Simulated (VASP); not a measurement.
# TiTe2 (P-3m1) in VASP: settings compared

One crystal, TiTe2, is run at these levels: PBEsol, LDA; tasks: single point.

All numbers are computed with VASP 6.6.1; they aren't measurements. Logs are shortened: lines on timing, memory, paths and dates and some standing lists are left out, and cuts for length are marked.

### Step 1. The crystal as given

The structure is trigonal, space group P-3m1 (No. 164). Conventional cell: a = 3.777 Å, b = 3.777 Å, c = 6.498 Å, α = 90.00°, β = 90.00°, γ = 120.00°. Ti (site symmetry -3m) has 6 Te at 2.77 Å as nearest neighbours. Te (site symmetry 3m) is surrounded by 3 Ti at 2.77 Å.

### Step 2. Single point, PBEsol

INCAR reads:

```
SYSTEM = TiTe2
ALGO = Normal
EDIFF = 1E-7
ENCUT = 520
GGA = PS
ISIF = 2
ISMEAR = -1
KPAR = 4
LASPH = .True.
LCHARG = .False.
LREAL = .False.
LWAVE = .False.
NELM = 80
PREC = Accurate
SIGMA = 0.05
```

KPOINTS reads:

```
k-points
0
Gamma
  9 9 5
  0 0 0
```

POSCAR reads:

```
TiTe2
1.0
    3.7770000000      0.0000000000      0.0000000000
   -1.8885000000      3.2709779501      0.0000000000
    0.0000000000      0.0000000000      6.4980000000
Ti Te
1 2
Direct
    0.0000000000      0.0000000000      0.0000000000
    0.6666666667      0.3333333333      0.2628000000
    0.3333333333      0.6666666667      0.7372000000
```

Potentials or basis: VASP PAW PBE potentials, release 64 (Ti_sv, Te).

Started as:

```bash
> cat potpaw_PBE.64/Ti_sv/POTCAR potpaw_PBE.64/Te/POTCAR > POTCAR
> mpirun -np 4 vasp_std > vasp.out
```

OUTCAR:

```text
SYSTEM = TiTe2
   EDIFF = 1E-7
   ENCUT = 520
   GGA = PS
   ISIF = 2
   ISMEAR = -1
   LASPH = .True.
   LREAL = .False.
   NELM = 80
   PREC = Accurate

 ion  position               nearest neighbor table
   1  0.000  0.000  0.000-   2 2.77   3 2.77   2 2.77   3 2.77   2 2.77   3 2.77
   2  0.667  0.333  0.263-   1 2.77   1 2.77   1 2.77
   3  0.333  0.667  0.737-   1 2.77   1 2.77   1 2.77

  LATTYP: Found a hexagonal cell.
 ALAT       =     3.7770000000
 C/A-ratio  =     1.7204130262

  Lattice vectors:

 A1 = (   3.7770000000,   0.0000000000,   0.0000000000)
 A2 = (  -1.8885000000,   3.2709779501,   0.0000000000)
 A3 = (   0.0000000000,   0.0000000000,   6.4980000000)

Analysis of symmetry for initial positions (statically):
=====================================================================
 Subroutine PRICEL returns:
 Original cell was already a primitive cell.

 Routine SETGRP: Setting up the symmetry group for a
 hexagonal supercell.

 Subroutine GETGRP returns: Found 12 space group operations
 (whereof 12 operations were pure point group operations)
 out of a pool of 24 trial point group operations.

The static configuration has the point symmetry D_3d.

Analysis of symmetry for dynamics (positions and initial velocities):
=====================================================================
 Subroutine PRICEL returns:
 Original cell was already a primitive cell.

 Routine SETGRP: Setting up the symmetry group for a
 hexagonal supercell.

 Subroutine GETGRP returns: Found 12 space group operations
 (whereof 12 operations were pure point group operations)
 out of a pool of 24 trial point group operations.

The dynamic configuration has the point symmetry D_3d.

 Subroutine INISYM returns: Found 12 space group operations
 (whereof 12 operations are pure point group operations),
 and found     1 'primitive' translations

----------------------------------------------------------------------------------------

                                     Primitive cell

  volume of cell :      80.2794

  direct lattice vectors                    reciprocal lattice vectors
     3.777000000  0.000000000  0.000000000     0.264760392  0.152859484  0.000000000
    -1.888500000  3.270977950  0.000000000     0.000000000  0.305718967  0.000000000
     0.000000000  0.000000000  6.498000000     0.000000000  0.000000000  0.153893506

  length of vectors
     3.777000000  3.777000000  6.498000000     0.305718967  0.305718967  0.153893506

  position of ions in fractional coordinates (direct lattice)
     0.000000000  0.000000000  0.000000000
     0.666666667  0.333333333  0.262800000
     0.333333333  0.666666667  0.737200000

  ion indices of the primitive-cell ions
   primitive index   ion index
                 1           1
                 2           2
                 3           3

----------------------------------------------------------------------------------------

 KPOINTS: k-points

Automatic generation of k-mesh.
 Grid dimensions read from file:
 generate k-points for:    9    9    5

 Generating k-lattice:

  Cartesian coordinates                     Fractional coordinates (reciprocal lattice)
     0.029417821  0.016984387  0.000000000     0.111111111 -0.000000000  0.000000000
     0.000000000  0.033968774  0.000000000     0.000000000  0.111111111  0.000000000
     0.000000000  0.000000000  0.030778701     0.000000000  0.000000000  0.200000000

  Length of vectors
     0.033968774  0.033968774  0.030778701

  Shift w.r.t. Gamma in fractional coordinates (k-lattice)
     0.000000000  0.000000000  0.000000000

 Subroutine IBZKPT returns following result:
 ===========================================

 Found     50 irreducible k-points:

 Following reciprocal coordinates:
            Coordinates               Weight
  0.000000  0.000000  0.000000      1.000000
  0.111111  0.000000  0.000000      6.000000
  0.222222  0.000000  0.000000      6.000000
  0.333333  0.000000  0.000000      6.000000
  0.444444  0.000000  0.000000      6.000000
  0.111111  0.111111  0.000000      6.000000
[... 16 lines left out ...]
  0.222222  0.111111  0.200000     12.000000
 -0.111111  0.333333  0.200000     12.000000
 [... further k-points ...]
   k-points           NKPTS =     50   k-points in BZ     NKDIM =     50   number of bands    NBANDS=     16
   number of dos      NEDOS =    301   number of ions     NIONS =      3
   total plane-waves  NPLWV =  37632
   dimension x,y,z NGX =    28 NGY =   28 NGZ =   48
   dimension x,y,z NGXF=    56 NGYF=   56 NGZF=   96
   ions per type =               1   2
   NGX,Y,Z   is equivalent  to a cutoff of  12.32, 12.32, 12.28 a.u.
   NGXF,Y,Z  is equivalent  to a cutoff of  24.65, 24.65, 24.56 a.u.
 SYSTEM =  TiTe2
   PREC   = accura    normal or accurate (medium, high low for compatibility)
   ISTART =      0    job   : 0-new  1-cont  2-samecut
   ICHARG =      2    charge: 1-file 2-atom 10-const
   ISPIN  =      1    spin polarized calculation?
   LNONCOLLINEAR =      F non collinear calculations
   LSORBIT =      F    spin-orbit coupling
   LASPH  =      T    aspherical Exc in radial PAW
   ENCUT  =  520.0 eV  38.22 Ry    6.18 a.u.   7.02  7.02 12.08*2*pi/ulx,y,z
   NELM   =     80;   NELMIN=  2; NELMDL= -5     # of ELM steps
   EDIFF  = 0.1E-06   stopping-criterion for ELM
   LREAL  =      F    real-space projection
   EDIFFG = 0.1E-05   stopping-criterion for IOM
   NSW    =      0    number of steps for IOM
   IBRION =     -1    ionic relax: 0-MD 1-quasi-New 2-CG
   NFREE  =      0    steps in history (QN), initial steepest desc. (CG)
   ISIF   =      2    stress and relaxation
   ISYM   =      2    0-nonsym 1-usesym 2-fastsym
   POTIM  = 0.5000    time-step for ionic-motion
   TEBEG  =    0.0;   TEEND  =   0.0 temperature during run
   PSTRESS=    0.0 pullay stress
   NELECT =      24.0000    total number of electrons
   NUPDOWN=      -1.0000    fix difference up-down
   EMIN   =  10.00;   EMAX   =-10.00  energy-range for DOS
   EFERMI =   0.00;   METHOD = LEGACY
   ISMEAR =    -1;   SIGMA  =   0.05  broadening in eV -4-tet -1-fermi 0-gaus
   EFERMI_NEDOS =   21; number of points for ismear=-14 and -15
   IALGO  =     38    algorithm
   IMIX   =      4    mixing-type and parameters
     AMIX     =   0.40;   BMIX     =  1.00
     AMIX_MAG =   1.60;   BMIX_MAG =  1.00
  volume/ion in A,a.u.               =      26.76       180.58
  Fermi-wavevector in a.u.,A,eV,Ry     =   1.094655  2.068597 16.303438  1.198269
  Thomas-Fermi vector in A             =   2.230964
   LORBIT       =      0    0 simple, 1 ext, 2 COOP (PROOUT), +10 PAW based schemes
   GGA     = PS    functional components
   LHFCALC =     F    Hartree Fock is set to
   AEXX    =    0.0000 exact exchange contribution
   IVDW    =     0    specifies the selected vdW correction
   LEPSILON=     F    determine dielectric tensor
   LRPA    =     F    only Hartree local field effects (RPA)
 non-spin polarized calculation
  energy-cutoff  :      520.00
  volume of cell :       80.28
 maximum number of plane-waves:      2183
   NGX = 13   NGY = 13   NGZ = 25

 number of electron      23.9999998 magnetization

 Free energy of the ion-electron system (eV)
  ---------------------------------------------------
  ext. energy  EPLUGINS =         0.00000000
  ---------------------------------------------------
  free energy    TOTEN  =       -17.52111566 eV

  energy without entropy =      -17.50922008  energy(sigma->0) =      -17.51516787

 E-fermi :   6.6769     XC(G=0): -10.0050

 val. band max:        6.6452517961   @ k =   0.1111   0.0000   0.4000
 cond. band min:       6.6964203493   @ k =   0.1111   0.0000   0.0000
 fundamental gap:      0.0511685532
 Fermi energy:         6.6769278546

 k-point     1 :       0.0000    0.0000    0.0000
  band No.  band energies     occupation
      1     -50.5576      2.00000
      2     -26.9161      2.00000
      3     -26.9161      2.00000
      4     -26.8757      2.00000
      5      -5.7364      2.00000
      6      -4.2276      2.00000
[... 8 lines left out ...]
     15       7.7680      0.00000
     16       9.7613      0.00000

 k-point     2 :       0.1111    0.0000    0.0000
  band No.  band energies     occupation
      1     -50.5573      2.00000
      2     -26.9212      2.00000
      3     -26.9173      2.00000
      4     -26.8746      2.00000
      5      -5.6000      2.00000
      6      -4.1579      2.00000
[... 8 lines left out ...]
     15       7.9356      0.00000
     16       9.4380      0.00000

 k-point     3 :       0.2222    0.0000    0.0000
  band No.  band energies     occupation
      1     -50.5564      2.00000
      2     -26.9339      2.00000
      3     -26.9202      2.00000
      4     -26.8716      2.00000
      5      -5.2125      2.00000
      6      -3.9760      2.00000
[... 8 lines left out ...]
     15       7.9479      0.00000
     16       9.5462      0.00000

 k-point     4 :       0.3333    0.0000    0.0000
  band No.  band energies     occupation
      1     -50.5553      2.00000
      2     -26.9482      2.00000
      3     -26.9235      2.00000
      4     -26.8683      2.00000
      5      -4.6529      2.00000
      6      -3.7768      2.00000
[... 8 lines left out ...]
     15       8.0172      0.00000
     16       9.5589      0.00000

 k-point     5 :       0.4444    0.0000    0.0000
  band No.  band energies     occupation
      1     -50.5547      2.00000
      2     -26.9576      2.00000
      3     -26.9257      2.00000
      4     -26.8661      2.00000
      5      -4.1044      2.00000
      6      -3.7348      2.00000
[... 8 lines left out ...]
     15       8.1407      0.00000
     16       9.1559      0.00000

 k-point     6 :       0.1111    0.1111    0.0000
  band No.  band energies     occupation
      1     -50.5566      2.00000
      2     -26.9296      2.00000
      3     -26.9198      2.00000
      4     -26.8725      2.00000
      5      -5.3377      2.00000
      6      -4.0313      2.00000
[... 8 lines left out ...]
     15       8.0558      0.00000
     16       9.3052      0.00000

 k-point     7 :       0.2222    0.1111    0.0000
  band No.  band energies     occupation
      1     -50.5557      2.00000
      2     -26.9420      2.00000
      3     -26.9240      2.00000
      4     -26.8694      2.00000
      5      -4.8612      2.00000
      6      -3.8340      2.00000
[... 8 lines left out ...]
     15       8.0247      0.00000
     16       9.1048      0.00000

 k-point     8 :       0.3333    0.1111    0.0000
  band No.  band energies     occupation
      1     -50.5548      2.00000
      2     -26.9529      2.00000
      3     -26.9277      2.00000
      4     -26.8666      2.00000
      5      -4.2950      2.00000
      6      -3.6959      2.00000
[... 8 lines left out ...]
     15       8.1037      0.00000
     16       9.1477      0.00000

 k-point     9 :       0.4444    0.1111    0.0000
  band No.  band energies     occupation
      1     -50.5545      2.00000
      2     -26.9572      2.00000
      3     -26.9292      2.00000
      4     -26.8655      2.00000
      5      -3.9281      2.00000
      6      -3.7423      2.00000
[... 8 lines left out ...]
     15       8.1208      0.00000
     16       9.0866      0.00000
[... 172 lines left out ...]
 k-point    19 :       0.0000    0.3333    0.2000
  band No.  band energies     occupation
      1     -50.5553      2.00000
      2     -26.9482      2.00000
      3     -26.9235      2.00000
      4     -26.8683      2.00000
      5      -4.5528      2.00000
      6      -3.9169      2.00000
[... 8 lines left out ...]
     15       7.8879      0.00000
     16       9.8620      0.00000

 k-point    20 :       0.4444    0.0000    0.2000
  band No.  band energies     occupation
      1     -50.5547      2.00000
      2     -26.9576      2.00000
      3     -26.9257      2.00000
      4     -26.8661      2.00000
      5      -4.1220      2.00000
      6      -3.6996      2.00000
[... 8 lines left out ...]
     15       8.2033      0.00000
     16       9.1426      0.00000

 k-point    21 :       0.0000    0.4444    0.2000
  band No.  band energies     occupation
      1     -50.5547      2.00000
      2     -26.9576      2.00000
      3     -26.9257      2.00000
      4     -26.8661      2.00000
      5      -4.0236      2.00000
      6      -3.8197      2.00000
[... 8 lines left out ...]
     15       8.0795      0.00000
     16       9.6336      0.00000

 k-point    22 :       0.1111    0.1111    0.2000
  band No.  band energies     occupation
      1     -50.5566      2.00000
      2     -26.9296      2.00000
      3     -26.9198      2.00000
      4     -26.8725      2.00000
      5      -5.2422      2.00000
      6      -4.1959      2.00000
[... 8 lines left out ...]
     15       8.1201      0.00000
     16       9.3458      0.00000

 k-point    23 :       0.2222    0.1111    0.2000
  band No.  band energies     occupation
      1     -50.5557      2.00000
      2     -26.9420      2.00000
      3     -26.9240      2.00000
      4     -26.8694      2.00000
      5      -4.7904      2.00000
      6      -3.9378      2.00000
[... 8 lines left out ...]
     15       8.2853      0.00000
     16       8.8013      0.00000

 k-point    24 :      -0.1111    0.3333    0.2000
  band No.  band energies     occupation
      1     -50.5557      2.00000
      2     -26.9420      2.00000
      3     -26.9240      2.00000
      4     -26.8694      2.00000
      5      -4.7698      2.00000
      6      -3.9713      2.00000
[... 8 lines left out ...]
     15       8.0587      0.00000
     16       9.2797      0.00000

 [... further k-points ...]

------------------------ aborting loop because EDIFF is reached ----------------------------------------

  FORCE on cell =-STRESS in cart. coord.  units (eV):
  Direction    XX          YY          ZZ          XY          YZ          ZX
  --------------------------------------------------------------------------------------
  -------------------------------------------------------------------------------------
  Total       -1.2644258     -1.2644258     -0.8300977      0.0000000      0.0000000      0.0000000
  in kB      -25.2347860    -25.2347860    -16.5666801      0.0000000      0.0000000      0.0000000
  external PRESSURE =     -22.3454174 kB  Pullay stress =       0.0000000 kB

 VOLUME and BASIS-vectors are now :
 -----------------------------------------------------------------------------
  energy-cutoff  :      520.00
  volume of cell :       80.28
      direct lattice vectors                 reciprocal lattice vectors
     3.777000000  0.000000000  0.000000000     0.264760392  0.152859484  0.000000000
    -1.888500000  3.270977950  0.000000000     0.000000000  0.305718967  0.000000000
     0.000000000  0.000000000  6.498000000     0.000000000  0.000000000  0.153893506

 POSITION                                       TOTAL-FORCE (eV/Angst)
 -----------------------------------------------------------------------------------
      0.00000      0.00000      0.00000        -0.000000      0.000000      0.000000
      1.88850      1.09033      1.70767        -0.000000      0.000000     -0.098529
     -0.00000      2.18065      4.79033         0.000000     -0.000000      0.098529
 -----------------------------------------------------------------------------------
    total drift:                                0.000000     -0.000000      0.000000

  FREE ENERGIE OF THE ION-ELECTRON SYSTEM (eV)
  ---------------------------------------------------
  free  energy   TOTEN  =       -17.5211156585 eV

  energy  without entropy=      -17.5092200785  energy(sigma->0) =      -17.51516787
```

Run time: 20 s. Hardware: 4 MPI ranks of Intel Xeon Platinum 8488C (Sapphire Rapids), shared host; peak memory 0.22 GiB.

What came out:

```yaml
Free_energy: -17.5211 eV
Pressure: -2.2 GPa
Largest_force: 0.099 eV/Å
Band_gap_on_the_k_mesh: none (metal or under the smearing width)
```

Forces in eV/Å, atoms in the order of the input:
```
Ti   0.000  0.000  0.000
Te   0.000  0.000 -0.099
Te   0.000  0.000  0.099
```

Levels at points of the mesh, in eV from the Fermi level:
| k point | band 10 | band 11 | band 12 | band 13 | band 14 | band 15 |
| --- | --- | --- | --- | --- | --- | --- |
| (0.00, 0.00, 0.00) | 0.33 | 0.39 | 0.39 | 0.60 | 1.09 | 1.09 |

Caveat: the PAW data sets were made with another functional, which shifts forces and pressure a little; this functional lacks dispersion, which binds the layers, so the pressure and a relaxed spacing across them are unreliable. Spin-orbit coupling is left out, which matters for the levels of Te.

### Step 3. Single point, LDA

INCAR, as its differences from that of step 2:

```diff
@@ -3,4 +3,4 @@
 EDIFF = 1E-7
-ENCUT = 520
-GGA = PS
+ENCUT = 300
+GGA = CA
 ISIF = 2
```

KPOINTS reads:

```
k-points
0
Gamma
  4 4 2
  0 0 0
```

POSCAR is that of step 2.

Potentials or basis: VASP PAW LDA potentials, release 64 (Ti_sv, Te).

Started as:

```bash
> cat potpaw_LDA.64/Ti_sv/POTCAR potpaw_LDA.64/Te/POTCAR > POTCAR
> mpirun -np 4 vasp_std > vasp.out
```

Wall time 3.1 s (4 MPI ranks of Intel Xeon Platinum 8488C (Sapphire Rapids), shared host); peak memory 0.12 GiB.

The run converged. Its results:

```
Free energy            : -18.2253 eV
Largest force          : 0.291 eV/Å
Band gap on the k mesh : none (metal or under the smearing width)
```

Forces in eV/Å, atoms in the order of the input:
```
Ti   0.000  0.000  0.000
Te   0.000  0.000 -0.291
Te   0.000  0.000  0.291
```

Levels at points of the mesh, in eV from the Fermi level:
```
           k point  band 10  band 11  band 12  band 13  band 14  band 15
(0.00, 0.00, 0.00)     0.28     0.36     0.36     0.60     1.07     1.07
(0.50, 0.00, 0.00)    -2.38    -1.74    -1.12    -0.01     1.12     1.42
(0.00, 0.00, 0.50)    -1.59     0.35     0.35     0.76     0.76     0.97
(0.50, 0.00, 0.50)    -2.02    -0.94    -0.59    -0.31     1.12     1.40
```

Caveat: the k mesh is coarse (spacing up to 0.48 Å⁻¹), so the values aren't converged; the cutoff is under 1.25 times the usual one of these potentials, so pressure, stress and relaxed cells hold a basis-set (Pulay) error. Spin-orbit coupling is left out, which matters for the levels of Te.
